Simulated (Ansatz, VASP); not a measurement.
Pd: VASP beside Ansatz

```
Pd
1.0
     0.00000    1.92114    1.92114
     1.92114    0.00000    1.92114
     1.92114    1.92114    0.00000
Pd
1
Direct
  0.00000 0.00000 0.00000
```

Alike in both runs: task single point; functional LDA; k mesh 14 × 14 × 14; occupations methfessel-paxton of order 1, width 1 eV; no spin polarisation.

```csv
,VASP,Ansatz
version,VASP 6.6.1,Ansatz 0.2.0
potentials or method,"VASP PAW LDA potentials, release 64 (Pd)","plane waves (420 eV) with PAW, scalar-relativistic"
plane-wave cutoff (eV),520,420
valence electrons in the cell,10,18
```

|  | VASP | Ansatz | Ansatz less VASP |
| --- | --- | --- | --- |
| pressure (GPa) | -0.2 | -0.5 | -0.27 |

The two sets of potentials don't hold the same shells in valence. Ansatz warned: «pseudo_functional_mismatch».
